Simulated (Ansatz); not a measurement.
# HgTe: under pressure

The task here is to estimate one member of a computed series from the others.

Computed with Ansatz 0.2.0 (DFT PBEsol, scalar-relativistic, plane waves, PAW, unless a step's input says otherwise).

1 further run of the same task is left out (set aside as unsound or not needed).

### The structure to begin with

Symmetry: F-43m, No. 216, cubic system. Conventional cell: a = 6.511 Å, b = 6.511 Å, c = 6.511 Å, α = 90.00°, β = 90.00°, γ = 90.00°. Around Hg (site symmetry -43m) lie 4 Te at 2.82 Å. Te (site symmetry -43m) is surrounded by 4 Hg at 2.82 Å.

Coordinates:

```
Hg Te
1.0
     0.00000    3.25564    3.25564
     3.25564    0.00000    3.25564
     3.25564    3.25564    0.00000
Hg Te
1 1
Direct
  0.00000 0.00000 0.00000
  0.25000 0.25000 0.25000
```

It goes back to an entry of the Materials Project.

It is the result of an earlier relaxation at this level (volume 34.51 Å³/atom; gap on the mesh: none (metal)).

The first run:

Contents of input.yaml:

```yaml
crystal:
  lattice:
    - [0.0, 3.2762076457, 3.2762076457]
    - [3.2762076457, 0.0, 3.2762076457]
    - [3.2762076457, 3.2762076457, 0.0]
  atoms:
    - { symbol: Hg, position: [0.0, 0.0, 0.0] }
    - { symbol: Te, position: [0.25, 0.25, 0.25] }
basis:
  ecutwfc: 420
kpoints:
  mp_grid: { grid: [12, 12, 12] }
hamiltonian:
  xc: pbesol
scf:
  occupations: { method: gaussian, width: 0.1 }
output:
  forces: true
  stress: true
  eigenvalues: true
relax:
  adjacent_minimum: "off"
  f_tol: 0.008
  max_steps: 50
  cell: { stress_tol: 0.08, p_target: -2.0 }
```

Run with:

```console
$ ansatz run input.yaml --threads 1 --pin off --max-ram 2560MiB --backend cpu --events-out ev --progress --plain --runs-dir out
```

Among the steps run: Relaxing at -2 GPa; Relaxing at 2 GPa; Target pressure 5 GPa; Target pressure 10 GPa; Target pressure 20 GPa; Relaxing at 40 GPa; The gap over the whole zone at 40 GPa.

One table of the session follows, with a row left open; its other results are not shown here.

It belongs to the step «Volume, cell and gap against pressure». Lengths are those of the vectors of the cell that was run:

```
P (GPa)  V (Å³/atom)  a (Å)  b (Å)  c (Å)  ΔH (eV/atom)
     -2        36.44  4.689  4.689  4.689        -0.442
      0        34.51  4.604  4.604  4.604         0.000
      2        33.07  4.539  4.539  4.539         0.421
      5        31.41  4.462  4.462  4.462         1.024
     10        29.44  4.367  4.367  4.367         1.971
     20            ?      ?      ?      ?             ?
     40        23.84  4.070  4.070  4.070         6.867
```

Estimate the missing values for P (GPa) = 20.

Worked estimate for «V (Å³/atom)». A straight line through the neighbours (10, 29.44) and (40, 23.84) gives 29.44 + (23.84 − 29.44) × (20 − 10) / (40 − 10) = 27.57; a parabola fitted to 3 rows on both sides gives 26.39.

**Answer.** V (Å³/atom): 26.87; a (Å): 4.236; b (Å): 4.236; c (Å): 4.236; ΔH (eV/atom): 3.721. In «V (Å³/atom)» the line misses by +0.70 and the parabola by -0.48.

ΔH is E + PV over the energy at zero pressure; a, b and c are the vectors of the computed cell.

To keep in mind: Other structures may take over in this range; these runs cannot find them.
